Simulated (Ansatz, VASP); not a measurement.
**Two plane-wave programs on Y**

```
CELL_PARAMETERS angstrom
0.00000 2.55144 2.55144
2.55144 0.00000 2.55144
2.55144 2.55144 0.00000
ATOMIC_POSITIONS crystal
Y 0.00000 0.00000 0.00000
```

Alike in both runs: task single point; functional r2SCAN; k mesh 14 × 14 × 14; occupations gaussian, width 0.05 eV; no spin polarisation.

```csv
,VASP,Ansatz
version,VASP 6.6.1,Ansatz 0.2.0
potentials or method,"VASP PAW PBE potentials, release 64 (Y_sv)","scalar-relativistic, plane waves, PAW"
plane-wave cutoff (eV),520,500
valence electrons in the cell,11,11
```

```tsv
	VASP	Ansatz	Ansatz less VASP
pressure (GPa)	0.0	0.0	-0.06
```

Caveats: the PAW data sets were made with another functional, which shifts forces and pressure a little (VASP).
